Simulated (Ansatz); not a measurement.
## ZrB2 in Ansatz: the effect of functional

ZrB2:

```
Zr B
1.0
     3.21172    0.00000    0.00000
    -1.60586    2.78143    0.00000
     0.00000    0.00000    3.57949
Zr B
1 2
Direct
  0.00000 0.00000 0.00000
  0.66667 0.33333 0.50000
  0.33333 0.66667 0.50000
```

The cell isn't the ideal one: volume scaled by 1.04.

Alike in all runs:

```yaml
Program: Ansatz 0.2.0
Task: single point
Potentials_or_basis: Ansatz PAW
k_mesh: 10 × 10 × 8
Occupations: fermi-dirac, width 0.05 eV
Spin: no spin polarisation
```

Problem. One run gave: pressure -17.0 GPa. Which functional did it use?
A. PBE
B. LDA
C. r2SCAN

Solution. B.

```csv
functional,cutoff,pressure (GPa)
LDA,420 eV (not typed: the program's choice for these potentials),-17.0
r2SCAN,500 eV (not typed: the program's choice for these potentials),-8.2
PBE,420 eV (not typed: the program's choice for these potentials),-8.0
```

Caveats: the PAW data sets come from PBE, with cores solved anew for the run's functional, which leaves a small shift of forces and pressure (some runs).
